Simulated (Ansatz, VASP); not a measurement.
# One calculation of C, two programs

```
C
1.0
     0.00000    1.48350    1.48350
     1.48350    0.00000    1.48350
     1.48350    1.48350    0.00000
C
1
Direct
  0.00000 0.00000 0.00000
```

Alike in both runs: functional PBE; k mesh 23 × 23 × 23; occupations fermi-dirac, width 0.1 eV; no spin polarisation.

Ansatz relaxed the structure, and its values are those at the end. VASP's run is a single point on that final structure, the one shown.

|  | VASP | Ansatz |
| --- | --- | --- |
| version | VASP 6.6.1 | Ansatz 0.2.0 |
| potentials or method | VASP PAW PBE potentials, release 64 (C) | PAW with Ansatz's default frozen-core files, scalar-relativistic |
| plane-wave cutoff (eV) | 520 | 420 |
| valence electrons in the cell | 4 | 4 |

```tsv
	VASP	Ansatz	Ansatz less VASP
pressure (GPa)	21.2	21.0	-0.18
```

The functional is the same, so the differences come from potentials, cutoffs and numerics.

Caveats: so large a pressure means that the cell lies far from this level's equilibrium, or that cutoff or potentials fall short (VASP).
